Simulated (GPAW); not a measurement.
Runs of GPAW 26.7.0 on YN. The structure is cubic, space group Fm-3m (No. 225). The conventional cell has a = 4.877 Å, b = 4.877 Å, c = 4.877 Å, α = 90.00°, β = 90.00°, γ = 90.00°. Y (site symmetry m-3m) is surrounded by 6 N at 2.44 Å. Around N (site symmetry m-3m) lie 6 Y at 2.44 Å. 

```csv
task,level,potentials or basis,U,k mesh,cutoff (eV),smearing,maxiter,convergence,band path,band points,mesh quality,gap on the mesh (eV),pressure (GPa),V0 of scaled cells (Å³/atom),B0 (GPa)
single point,PBE+U,"GPAW PAW data sets (gpaw-data 1.2.1), pw",Y d U = 3.5 eV,8 × 8 × 8,650,fermi-dirac 0.05 eV,120,default,-,-,not flagged,(a),9.1,-,-
band structure,PBEsol,"PAW data sets generated in the run's folder for this functional, pw",-,9 × 9 × 9,800,fermi-dirac 0.05 eV,150,-,"GXWKGLUWLK,UX",100,not flagged,0.17,-3.2,-,-
equation of state,PBEsol,"PAW data sets generated in the run's folder for this functional, pw",-,9 × 9 × 9,800,fermi-dirac 0.05 eV,150,-,-,-,not flagged,-,-,14.26,171
band structure,LDA,"the program's PAW data sets (release 1.2.1) made for this functional, pw",-,9 × 9 × 9,800,fermi-dirac 0.05 eV,150,-,"GXWKGLUWLK,UX",100,not flagged,0.16,-7.2,-,-
single point,TB-mBJ,"GPAW PAW data sets for LDA (gpaw-data 1.2.1), pw",-,10 × 10 × 10,800,fermi-dirac 0.05 eV,150,-,-,-,not flagged,1.07,-,-,-
electron localisation function,BP86,"PAW data sets generated in the run's folder for this functional, pw",-,5 × 5 × 5,680,fermi-dirac 0.01 eV,150,-,-,-,coarse,(d),0.6,-,-
equation of state,LDA,"the program's PAW data sets (release 1.2.1) made for this functional, pw",-,9 × 9 × 9,800,fermi-dirac 0.05 eV,150,-,-,-,not flagged,-,-,(b),182
band structure,PBE,"GPAW PAW data sets (gpaw-data 1.2.1), pw",-,9 × 9 × 9,800,fermi-dirac 0.05 eV,150,-,"GXWKGLUWLK,UX",100,not flagged,0.26,1.7,-,-
band structure,r2SCAN,"GPAW PAW data sets (gpaw-data 1.2.1), pw",-,9 × 9 × 9,800,fermi-dirac 0.05 eV,150,-,"GXWKGLUWLK,UX",100,not flagged,0.64,(c),-,-
```

Alike in all rows: no spin polarisation; cell as given.

Q: Estimate the missing entries.

A: (a) 0.85; (b) 13.92; (c) 1.2; (d) 0.39.

Caveats: some runs use coarse meshes; the cutoff is short for stress and forces, so pressures can be off by a GPa or more (some runs); the PAW data sets were made with another functional, which shifts forces and pressure a little (some runs); a model potential gives levels but no total energy (some runs); an odd mesh through Γ misses points on the zone boundary, where band edges often lie (some runs).

A k mesh can miss the band edges, and the runs leave out spin-orbit coupling on Y.
